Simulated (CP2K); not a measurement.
As in CP2K: the effect of functional

As:

```
CELL_PARAMETERS angstrom
4.56640 0.00000 0.00000
-2.28320 3.95462 0.00000
0.00000 0.00000 2.83374
ATOMIC_POSITIONS crystal
As 0.33333 0.66667 0.00000
As 0.66667 0.33333 0.00000
```

The cell was built by a generator and needn't be a form met in nature.

Alike in all runs:

| Quantity | Value |
| --- | --- |
| Program | CP2K 2026.2 |
| Potentials or basis | POTENTIAL_UZH As GTH-PBE-q5; TZVP-MOLOPT-PBE-GTH basis |
| Density cutoff | 9184 eV |
| k mesh | 7 × 7 × 9 |
| Occupations | fermi-dirac, width 0.05 eV |
| Spin | no spin polarisation |

| functional | pressure (GPa) |
| --- | --- |
| PBE | 0.2 |
| LDA | -1.4 |
| PBEsol | -1.3 |
| rev-vdW-DF2 | 0.5 |
| BLYP | ? |
| RPBE | 0.9 |
| MS2 | 1.4 |

Task: What does the run with functional BLYP give?

Result: Pressure 4.0 GPa.

Caveats: the basis of atomic orbitals isn't converged, which shifts pressures, moduli and gaps; the potentials were made for another functional, which shifts forces and pressure (some runs).
